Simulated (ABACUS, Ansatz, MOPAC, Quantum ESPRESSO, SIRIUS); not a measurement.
Cost and result for the bulk modulus of KI

```
I K
1.0
     0.00000    3.53277    3.53277
     3.53277    0.00000    3.53277
     3.53277    3.53277    0.00000
I K
1 1
Direct
  0.50000 0.50000 0.50000
  0.00000 0.00000 0.00000
```

```tsv
rung	level	program and potentials	cutoff (eV)	k mesh	smearing	core time	chip	bulk modulus (GPa)	notes
tight binding or semi-empirical	PM7	MOPAC, the method's own minimal valence basis	-	1 × 1 × 1	none	41 s	Arm Neoverse N1	18.3	coarse mesh; Γ point of a 3 × 3 × 3 supercell
hybrid	HSE06	Ansatz, Ansatz PAW	420	4 × 4 × 4	fermi-dirac 0.05	82 s	AMD EPYC 7R13 Zen 3	11.2	coarse mesh; potentials made for PBE, which Ansatz adapts in part
hybrid	PBE0	Ansatz, Ansatz PAW	420	4 × 4 × 4	fermi-dirac 0.05	86 s	AMD EPYC 7R13 Zen 3	11.2	coarse mesh; potentials made for PBE, which Ansatz adapts in part
GGA	PBEsol	ABACUS, PseudoDojo NC SR 0.4.1 PBEsol standard, plane waves	1007	7 × 7 × 7	fermi-dirac 0.05	2.5 min	AMD EPYC 9R45 Zen 5	12.2	-
GGA	AM05	Quantum ESPRESSO, PseudoDojo 0.4.1 SR PBE standard	1007	7 × 7 × 7	fermi-dirac 0.05	4.9 min	Arm Neoverse V1	9.8	potentials made for PBE
GGA	PBEsol	SIRIUS, all-electron FP-LAPW, apw+lo standard	-	7 × 7 × 7	fermi-dirac 0.05	6.4 min	Arm Neoverse V2	(a)	-
GGA	PBE	ABACUS, PseudoDojo NC SR 0.4.1 PBE standard, plane waves	1007	7 × 7 × 7	fermi-dirac 0.05	7.4 min	Intel Xeon Platinum 8488C Sapphire Rapids	10.6	-
```

Times are single runs on shared hosts and different chips, so they are rough; meshes, cutoffs and the tasks' sizes weigh on the time. Task: equation of state. All rows: no spin polarisation. Smearing widths are in eV. The cell comes from a database and isn't always the measured one. Meshes differ between rows, which moves values too. Meshes are those of the run's cell of 2 atoms unless a note names another. Runs on faulty files, with rough fits or with known faults for this quantity aren't shown. No row holds spin-orbit coupling.

Q: Estimate the value left out from the other rows.

A: (a) 12.5 GPa.
